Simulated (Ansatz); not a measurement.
Runs of Ansatz 0.2.0 on CdF2. Symmetry: Fm-3m, No. 225, cubic system. The conventional cell has a = 5.388 Å, b = 5.388 Å, c = 5.388 Å, α = 90.00°, β = 90.00°, γ = 90.00°. Cd (site symmetry m-3m) has 8 F at 2.33 Å as nearest neighbours. F (site symmetry -43m) is surrounded by 4 Cd at 2.33 Å. 

| task | level | spin | cell | k mesh | smearing | points for each segment of the path | gap on the mesh (eV) | pressure (GPa) | relaxed volume (Å³/atom) |
| --- | --- | --- | --- | --- | --- | --- | --- | --- | --- |
| single point | RPBE+D3(BJ) | off | as given | 9 × 9 × 9 | gaussian 0.05 eV | - | (b) | 0.6 | - |
| single point | PBE | off | as given | 9 × 9 × 9 | gaussian 0.011 eV | - | 3.13 | 5.5 | - |
| single point | PBE | off | as given | 9 × 9 × 9 | gaussian 0.05 eV | - | 3.13 | 5.5 | - |
| band structure | PBE | off | as given | 9 × 9 × 9 | fermi-dirac 0.05 eV | 14 | 3.13 | 5.5 | - |
| Born charges and dielectric tensor | PBEsol | off | as given | 9 × 9 × 9 | fixed | - | 2.96 | - | - |
| density of states | LDA | SOC, no magnetisation | as given | 7 × 7 × 7 | gaussian 0.01 eV | - | 2.87 | -5.7 | - |
| relaxation of cell and atoms | revPBE+D4 | SOC, no magnetisation | relaxed | 7 × 7 × 7 | fermi-dirac 0.05 eV | - | (a) | 0.0 | 13.68 |
| relaxation of cell and atoms | PBE | off | relaxed | 9 × 9 × 9 | fermi-dirac 0.05 eV | - | 2.94 | 0.0 | 13.72 |

Alike in all rows: potentials or basis Ansatz PAW; cutoff (eV) 420.

**Question.** Fill in the values left out.

**Answer.** (a) 3.14; (b) 3.33.

Caveats: odd divisions of the mesh miss points on the zone boundary, where band edges often lie, so the gap on the mesh can be too wide (some runs); the PAW data sets come from PBE, with cores solved anew for the run's functional, which leaves a small shift of forces and pressure (some runs); the plane-wave basis is chosen anew once the cell has moved, so the energies of steps on either side of that aren't comparable (some runs).

A k mesh can miss the band edges, and rows without SOC leave out spin-orbit coupling on Cd.
